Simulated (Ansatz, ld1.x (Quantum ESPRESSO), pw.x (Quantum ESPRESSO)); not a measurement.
**rhenium (fcc): variants of one ultrasoft potential in the solid**

| Quantity | Value |
| --- | --- |
| Element | rhenium |
| Generator | ld1.x (Quantum ESPRESSO) 7.5 |
| Type | ultrasoft |
| Functional | PBE |
| Relativity | scalar-relativistic |
| Frozen core | [Xe] 4f14 |
| Valence charge | 7 |
| Reference configuration | 5d5 6s2 6p0 |
| Partial waves | 6s (bound): rcut 2.20, rcutus 2.90 bohr; 6s channel at 0.05 Ry: rcut 2.20, rcutus 2.90 bohr; 6p (bound, empty): rcut 2.90, rcutus 4.05 bohr; 6p channel at 1.1 Ry: rcut 2.90, rcutus 4.05 bohr; 5d (bound): rcut 2.55, rcutus 2.75 bohr; 5d channel at 0.5 Ry: rcut 2.55, rcutus 2.75 bohr |
| Local potential | all-electron potential smoothed inside 3.10 bohr (lloc = -2) |
| Core correction | none |
| Augmentation charge | PSQ, inside the norm-conserving radii |

Crystal test: fcc Re in pw.x 7.5, no spin, 14³ k-points, Fermi–Dirac smearing 0.01 Ry, cutoffs set for each file from its atomic test. The reference is all-electron LAPW (Ansatz 0.2.0) with the same functional, mesh and smearing; V0 and B0 come from Birch–Murnaghan fits to the pressures at five volumes. Errors are pseudo minus all-electron; Δ is the rms difference of the E(V) curves that follow from these fits, minima aligned, over ±6 % about the mean V0. Mesh and smearing are coarse, so the numbers serve the comparison and aren't converged zero-temperature values; the lattice is a test structure that the element need not adopt.

All-electron: a0 = 3.916 Å (V0 = 15.01 Å³/atom), B0 = 359.1 GPa.

Base: The largest radius (4.05 bohr) exceeds half the bond length (2.62 bohr), so the spheres overlap, which is one possible source of error among others. This is a poor potential for the solid. Atomic configuration tests: 1 of 7 tests not solved or not reliable.

1 further variants are left out: they gave no file fit for a test, a broken result, the same result as the base, or pressures whose basis-set error rivals the error shown.

A dash in a converged row means that the minimum lies outside the volumes sampled.

| change | cutoffs (Ry) | pw.x | a0 (Å) | a0 error (%) | B0 error (%) | Δ (meV/atom) | mean pressure error (GPa) |
| --- | --- | --- | --- | --- | --- | --- | --- |
| base | 40/320 | converged | 3.978 | +1.58 | -13.4 | 51.8 | +15.70 |
| core correction a·sin(br)/r model core inside 2.42 bohr | 40/320 | converged | 3.973 | +1.46 | -11.7 | 48.6 | +14.83 |
| wave 6s channel at 0.05 Ry: rcut 2.20, rcutus 2.90 bohr becomes 6s channel at 4.67 Ry: rcut 2.20, rcutus 2.90 bohr | 40/320 | converged | 3.971 | +1.41 | -14.5 | 45.9 | +13.64 |
| waves 5d (bound): rcut 2.55, rcutus 3.98 bohr; 5d channel at 0.5 Ry: rcut 2.55, rcutus 3.98 bohr | 40/320 | converged | – | – | – | – | +52.87 |

(1) Give the row for: waves 6s (bound): rcut 2.16, rcutus 2.30 bohr; 6s channel at 0.05 Ry: rcut 2.16, rcutus 2.30 bohr.

Answers

(1) pw.x: converged; mean pressure error (GPa): +11.33; a0 (Å): 3.964; a0 error (%): +1.22; B0 error (%): -16.0; Δ (meV/atom): 39.1.
